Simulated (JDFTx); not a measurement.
## Bi under changes of volume

One of the cells (31.117 Å³/atom); the others are scaled copies at fixed shape and fractional positions:

```xyz
1
Lattice="-1.9814 1.9814 1.9814 1.9814 -1.9814 1.9814 1.9814 1.9814 -1.9814" Properties=species:S:1:pos:R:3 pbc="T T T"
Bi    0.0000    0.0000    0.0000
```

This isn't the form of Bi at room conditions, which is rhombohedral.

* Program: JDFTx 1.7.0 (patched build)
* Functional: PBEsol
* Potentials or basis: PseudoDojo-SR-PBEsol-0.4.1-standard with smoothed tails
* Cutoff: 898 eV
* Density cutoff: 3592 eV
* k mesh: 9 × 9 × 9
* Occupations: fermi-dirac, width 0.05 eV
* Spin: no spin polarisation

| volume (Å³/atom) | energy over the lowest point (meV/atom) | pressure (GPa) |
| --- | --- | --- |
| 29.250 | 4.53 | 1.7 |
| 29.872 | 0.00 | 0.4 |
| 30.495 | 0.61 | -0.8 |
| 31.117 | 5.87 | -1.9 |
| 31.739 | ? | ? |
| 32.362 | 28.27 | -3.8 |
| 32.984 | 44.42 | -4.5 |

Task: What does the run at 31.739 Å³/atom give?

Result: Energy over the lowest point 15.27 meV/atom; pressure -2.9 GPa.

Worked out: A Birch-Murnaghan fit of order 3 (a polynomial in V^(-2/3)) to the other rows has its minimum at 30.10 Å³/atom with B0 = V·E''(V) = 62 GPa and B' = 4.9. It gives 15.25 meV/atom at 31.739 Å³/atom, against the run's 15.27, and -dE/dV = -2.9 GPa, against -2.9.

Energies are extrapolated to zero smearing.
